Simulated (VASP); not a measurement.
Crystal: CuCl (Nantokite).

```
CELL_PARAMETERS angstrom
0.00000 2.64977 2.64977
2.64977 0.00000 2.64977
2.64977 2.64977 0.00000
ATOMIC_POSITIONS crystal
Cu 0.00000 0.00000 0.00000
Cl 0.25000 0.25000 0.25000
```

Base run:

```yaml
Program: VASP 6.6.1
Functional: HSE06
Potentials_or_basis: VASP PAW PBE potentials, release 64 (Cu, Cl)
Cutoff: 520 eV
k_mesh: 6 × 6 × 6
Occupations: gaussian, width 0.03 eV
Spin: no spin polarisation
```

Its results: band gap on the k mesh 2.44 eV, direct; pressure 4.4 GPa.

**Question.** The run is repeated on the same cell with these changes: functional from HSE06 to PBE0. What comes out?

**Answer.** Band gap on the k mesh 3.14 eV, direct; pressure 4.3 GPa.

Caveats: the PAW data sets were made with another functional, which shifts forces and pressure a little.
